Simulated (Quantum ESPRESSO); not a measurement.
AlN:

```
Al N
1.0
     3.11300    0.00000    0.00000
    -1.55650    2.69594    0.00000
     0.00000    0.00000    4.98100
Al N
2 2
Direct
  0.66667 0.33333 0.50000
  0.33333 0.66667 0.00000
  0.66667 0.33333 0.88000
  0.33333 0.66667 0.38000
```

```yaml
Program: Quantum ESPRESSO 7.5
Task: phonons
Functional: rev-vdW-DF2
Potentials_or_basis: PseudoDojo 0.4.1 SR PBE standard
Cutoff: 1143 eV
Density_cutoff: 4572 eV
k_mesh: 6 × 6 × 4, shifted
Occupations: fermi-dirac, width 0.05 eV
Spin: no spin polarisation
Mixing_beta: 0.5
Most_SCF_iterations: 120
SCF_threshold: 8e-10 Ry
```

The atoms were relaxed first, and the response was taken there.

```xyz
4
Lattice="3.1130 0.0000 0.0000 -1.5565 2.6959 0.0000 0.0000 0.0000 4.9810" Properties=species:S:1:pos:R:3 pbc="T T T"
Al    1.5565    0.8986    2.4855
Al    0.0000    1.7973   -0.0050
N     1.5565    0.8986    4.3883
N     0.0000    1.7973    1.8978
```

The first run showed a gap, so the response started from a second, tighter run with fixed occupations.

Which optical modes does the crystal have at the zone centre, and which show in infrared and Raman spectra?

The optical modes are 2E2 + 2B1 + A1 + E1. Infrared active: A1 + E1. Raman active: 2E2 + A1 + E1.

Optical modes at Γ, degenerate ones joined, polar ones without the macroscopic field:
```
cm⁻¹  components  symmetry     active in  IR intensity, summed ((D/Å)²/amu)
 237           2        E2         Raman                               0.00
 550           1        B1        silent                               0.00
 617           1        A1  IR and Raman                              35.67
 664           2        E2         Raman                               0.00
 674           2        E1  IR and Raman                              63.29
 726           1        B1        silent                               0.00
```

Zone-centre frequencies without and with the macroscopic field along z (cm⁻¹):
```csv
,optical modes in rising order
without,237 237 550 617 664 664 674 674 726
with the field,237 237 550 664 664 674 674 726 882
```

Caveat: the cell is more than 3 GPa from zero pressure, which shifts response properties.
